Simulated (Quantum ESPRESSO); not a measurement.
# W (Pbcm) in Quantum ESPRESSO: notebook, part 2 of 2

Quantum ESPRESSO 7.5.

### 3 Single point, LDA, 15.81 Å³/atom

pw.in reads:

```
&CONTROL
  calculation = 'scf'
  prefix = 'pwscf'
  outdir = './tmp'
  pseudo_dir = './pseudo'
  tprnfor = .true.
  tstress = .true.
  disk_io = 'nowf'
/
&SYSTEM
  ibrav = 0
  nat = 4
  ntyp = 1
  ecutwfc = 56
  ecutrho = 448
  nbnd = 38
  occupations = 'smearing'
  smearing = 'fd'
  degauss = 0.00367493
/
&ELECTRONS
  conv_thr = 8d-10
  electron_maxstep = 120
  mixing_beta = 0.5
/
ATOMIC_SPECIES
W    183.8400 w_lda_v1.2.uspp.F.UPF
CELL_PARAMETERS angstrom
   2.7523058654    0.0000000000    0.0000000000
   0.0000000000    4.7645794866    0.0000000000
   0.0000000000    0.0000000000    4.8231832256
ATOMIC_POSITIONS crystal
W      0.7931720000    0.9368430000    0.7500000000
W      0.2068280000    0.4368430000    0.7500000000
W      0.2068280000    0.0631570000    0.2500000000
W      0.7931720000    0.5631570000    0.2500000000
K_POINTS automatic
8 5 5 0 0 0
```

Potentials or basis: GBRV 1.5 LDA.

Started as:

```console
> OMP_NUM_THREADS=1 mpirun -n 2 pw.x -nk 2 -in pw.in > pw.out
```

pw.out:

```text
This program is part of the open-source Quantum ESPRESSO suite
     for quantum simulation of materials; please cite
         "P. Giannozzi et al., J. Phys.:Condens. Matter 21 395502 (2009);
         "P. Giannozzi et al., J. Phys.:Condens. Matter 29 465901 (2017);
         "P. Giannozzi et al., J. Chem. Phys. 152 154105 (2020);
     in publications or presentations arising from this work. More details at

     Message from routine setup:
     using ibrav=0 with symmetry is DISCOURAGED, use correct ibrav instead

     K-points division:     npool     =       2
     Subspace diagonalization in iterative solution of the eigenvalue problem:
     a serial algorithm will be used

     G-vector sticks info
     --------------------
     sticks:   dense  smooth     PW     G-vecs:    dense   smooth      PW
     Sum        1675     835    247                68391    24141    3973

     Using Slab Decomposition

     bravais-lattice index     =            0
     lattice parameter (alat)  =       5.2011  a.u.
     unit-cell volume          =     426.8268 (a.u.)^3
     number of atoms/cell      =            4
     number of atomic types    =            1
     number of electrons       =        56.00
     number of Kohn-Sham states=           38
     kinetic-energy cutoff     =      56.0000  Ry
[... 113 lines left out ...]
     ethr =  1.00E-02,  avg # of iterations =  2.0

     Threshold (ethr) on eigenvalues was too large:
     Diagonalizing with lowered threshold

     Davidson diagonalization with overlap
     ethr =  3.04E-04,  avg # of iterations =  1.4

     negative rho (up, down):  2.484E-01 0.000E+00
[... 58 lines left out ...]
     iteration #  8     ecut=    56.00 Ry     beta= 0.50
     Davidson diagonalization with overlap
     ethr =  9.64E-12,  avg # of iterations =  2.6

     negative rho (up, down):  2.581E-01 0.000E+00

     End of self-consistent calculation

          k = 0.0000 0.0000 0.0000 (  3029 PWs)   bands (ev):

   -51.6648 -51.5628 -51.5203 -51.4567 -16.5997 -16.5275 -16.4036 -16.0891
   -15.5651 -15.3905 -15.3581 -15.3389 -15.2747 -15.1861 -15.1373 -15.1335
    12.7780  16.0405  16.6479  16.8527  16.9785  20.0782  21.3797  21.5503
    21.5865  21.6173  21.6788  21.6810  21.7122  22.1241  22.5893  23.6758
    24.6452  25.6462  26.4628  26.9119  27.1837  27.3510
[... 347 lines left out ...]
   -51.5120 -51.4969 -51.4914 -51.4797 -16.5542 -16.5157 -16.5143 -16.4711
   -15.7374 -15.7299 -15.6868 -15.5938 -15.5221 -15.4964 -15.4556 -15.4090
    16.2664  16.3217  16.6008  16.7126  18.2902  18.3857  18.6003  18.8225
    21.5949  22.5305  22.9678  23.1677  23.4611  24.0946  24.4732  25.2026
    26.5979  27.1121  27.3315  27.8519  28.0447  28.2663

     the Fermi energy is    22.0811 ev

!    total energy              =    -636.79491878 Ry
     estimated scf accuracy    <          2.1E-10 Ry
     smearing contrib. (-TS)   =      -0.00216990 Ry
     internal energy E=F+TS    =    -636.79274888 Ry

     The total energy is F=E-TS. E is the sum of the following terms:
     one-electron contribution =     -60.27953263 Ry
     hartree contribution      =      64.08387887 Ry
     xc contribution           =    -164.33264075 Ry
     ewald contribution        =    -476.26445436 Ry

     convergence has been achieved in   8 iterations

     negative rho (up, down):  2.581E-01 0.000E+00

     Forces acting on atoms (cartesian axes, Ry/au):

     atom    1 type  1   force =    -0.00764266    0.00128239    0.00000000
     atom    2 type  1   force =     0.00764266    0.00128239    0.00000000
     atom    3 type  1   force =     0.00764266   -0.00128239    0.00000000
     atom    4 type  1   force =    -0.00764266   -0.00128239    0.00000000

     Total force =     0.015499     Total SCF correction =     0.000009

     Computing stress (Cartesian axis) and pressure

     negative rho (up, down):  2.581E-01 0.000E+00
          total   stress  (Ry/bohr**3)                   (kbar)     P=       17.27
   0.00011184   0.00000000   0.00000000           16.45        0.00        0.00
   0.00000000   0.00017482   0.00000000            0.00       25.72        0.00
   0.00000000   0.00000000   0.00006546            0.00        0.00        9.63

=------------------------------------------------------------------------------=
   JOB DONE.
=------------------------------------------------------------------------------=
```

Wall time 50 s (2 MPI ranks of Arm Neoverse V1, shared host); peak memory 0.66 GiB.

What came out:

* Free energy: -8664.0362 eV
* Pressure: 1.7 GPa
* Largest force: 0.199 eV/Å
* Band gap on the k mesh: none (metal or under the smearing width)

### 4 Single point, LDA, 16.15 Å³/atom

pw.in, as its differences from that of step 3:

```diff
@@ -28,5 +28,5 @@
 CELL_PARAMETERS angstrom
-   2.7523058654    0.0000000000    0.0000000000
-   0.0000000000    4.7645794866    0.0000000000
-   0.0000000000    0.0000000000    4.8231832256
+   2.7716889397    0.0000000000    0.0000000000
+   0.0000000000    4.7981339688    0.0000000000
+   0.0000000000    0.0000000000    4.8571504237
 ATOMIC_POSITIONS crystal
```

Started as:

```console
> OMP_NUM_THREADS=1 mpirun -n 2 pw.x -nk 2 -in pw.in > pw.out
```

Wall time 50 s (2 MPI ranks of Arm Neoverse V1, shared host); peak memory 0.68 GiB.

Results (log left out):

```yaml
Free_energy: -8664.0242 eV
Pressure: -4.6 GPa
Largest_force: 0.111 eV/Å
Band_gap_on_the_k_mesh: none (metal or under the smearing width)
```

### 5 Single point, LDA, 16.49 Å³/atom

pw.in, as its differences from that of step 4:

```diff
@@ -28,5 +28,5 @@
 CELL_PARAMETERS angstrom
-   2.7716889397    0.0000000000    0.0000000000
-   0.0000000000    4.7981339688    0.0000000000
-   0.0000000000    0.0000000000    4.8571504237
+   2.7908046399    0.0000000000    0.0000000000
+   0.0000000000    4.8312255936    0.0000000000
+   0.0000000000    0.0000000000    4.8906490714
 ATOMIC_POSITIONS crystal
```

Started as:

```console
> OMP_NUM_THREADS=1 mpirun -n 2 pw.x -nk 2 -in pw.in > pw.out
```

Run time: 51 s. Hardware: 2 MPI ranks of Arm Neoverse V1, shared host; peak memory 0.68 GiB.

It converged, with:

| Item | Value |
| --- | --- |
| Free energy | -8663.9613 eV |
| Pressure | -10.4 GPa |
| Largest force | 0.048 eV/Å |
| Band gap on the k mesh | none (metal or under the smearing width) |

### 6 Single point, LDA, 16.82 Å³/atom

pw.in, as its differences from that of step 5:

```diff
@@ -28,5 +28,5 @@
 CELL_PARAMETERS angstrom
-   2.7908046399    0.0000000000    0.0000000000
-   0.0000000000    4.8312255936    0.0000000000
-   0.0000000000    0.0000000000    4.8906490714
+   2.8096620000    0.0000000000    0.0000000000
+   0.0000000000    4.8638700000    0.0000000000
+   0.0000000000    0.0000000000    4.9236950000
 ATOMIC_POSITIONS crystal
```

Potentials or basis: GBRV 1.5 LDA.

Started as:

```console
> OMP_NUM_THREADS=1 mpirun -n 2 pw.x -nk 2 -in pw.in > pw.out
```

Wall time 51 s (2 MPI ranks of Arm Neoverse V1, shared host); peak memory 0.68 GiB.

Results (log left out):

- Free energy: -8663.8528 eV
- Pressure: -15.5 GPa
- Largest force: 0.083 eV/Å
- Band gap on the k mesh: none (metal or under the smearing width)

### 7 Single point, LDA, 17.16 Å³/atom

pw.in, as its differences from that of step 6:

```diff
@@ -28,5 +28,5 @@
 CELL_PARAMETERS angstrom
-   2.8096620000    0.0000000000    0.0000000000
-   0.0000000000    4.8638700000    0.0000000000
-   0.0000000000    0.0000000000    4.9236950000
+   2.8282695754    0.0000000000    0.0000000000
+   0.0000000000    4.8960819983    0.0000000000
+   0.0000000000    0.0000000000    4.9563032019
 ATOMIC_POSITIONS crystal
```

Started as:

```console
> OMP_NUM_THREADS=1 mpirun -n 2 pw.x -nk 2 -in pw.in > pw.out
```

Run time: 53 s. Hardware: 2 MPI ranks of Arm Neoverse V1, shared host; peak memory 0.7 GiB.

It converged, with:

```yaml
Free_energy: -8663.7035 eV
Pressure: -20.1 GPa
Largest_force: 0.156 eV/Å
Band_gap_on_the_k_mesh: none (metal or under the smearing width)
```

### 8 Single point, LDA, 17.49 Å³/atom

pw.in, as its differences from that of step 7:

```diff
@@ -28,5 +28,5 @@
 CELL_PARAMETERS angstrom
-   2.8282695754    0.0000000000    0.0000000000
-   0.0000000000    4.8960819983    0.0000000000
-   0.0000000000    0.0000000000    4.9563032019
+   2.8466354769    0.0000000000    0.0000000000
+   0.0000000000    4.9278756295    0.0000000000
+   0.0000000000    0.0000000000    4.9884878908
 ATOMIC_POSITIONS crystal
```

Started as:

```console
> OMP_NUM_THREADS=1 mpirun -n 2 pw.x -nk 2 -in pw.in > pw.out
```

Wall time 54 s (2 MPI ranks of Arm Neoverse V1, shared host); peak memory 0.72 GiB.

The run converged. Its results:

```yaml
Free_energy: -8663.5175 eV
Pressure: -24.2 GPa
Largest_force: 0.229 eV/Å
Band_gap_on_the_k_mesh: none (metal or under the smearing width)
```

### 9 Single point, LDA, 17.83 Å³/atom

pw.in, as its differences from that of step 8:

```diff
@@ -28,5 +28,5 @@
 CELL_PARAMETERS angstrom
-   2.8466354769    0.0000000000    0.0000000000
-   0.0000000000    4.9278756295    0.0000000000
-   0.0000000000    0.0000000000    4.9884878908
+   2.8647674019    0.0000000000    0.0000000000
+   0.0000000000    4.9592642186    0.0000000000
+   0.0000000000    0.0000000000    5.0202625557
 ATOMIC_POSITIONS crystal
```

Potentials or basis: GBRV 1.5 LDA.

Started as:

```console
> OMP_NUM_THREADS=1 mpirun -n 2 pw.x -nk 2 -in pw.in > pw.out
```

Run time: 56 s. Hardware: 2 MPI ranks of Arm Neoverse V1, shared host; peak memory 0.72 GiB.

It converged, with:

```
Free energy            : -8663.2988 eV
Pressure               : -27.9 GPa
Largest force          : 0.299 eV/Å
Band gap on the k mesh : none (metal or under the smearing width)
```

### 10 Equation of state, LDA

This step only gathers the single runs of the series.

Results:

| Quantity | Value |
| --- | --- |
| Equilibrium volume | 15.90 Å³/atom |
| Bulk modulus at fixed shape and positions | 310 GPa |
| Pressure derivative of the bulk modulus | 4.2 |

Energy against volume, from the lowest point:
```tsv
volume (Å³/atom)	energy (meV/atom)
15.812	0.00
16.149	3.02
16.485	18.74
16.822	45.86
17.158	83.19
17.494	129.68
17.831	184.37
```

Caveat: the cell was scaled at fixed shape and fractional positions, which overstates the stiffness of a crystal with free parameters, most of all of layers and chains. The run has no spin-orbit coupling, so splittings on W are missing.
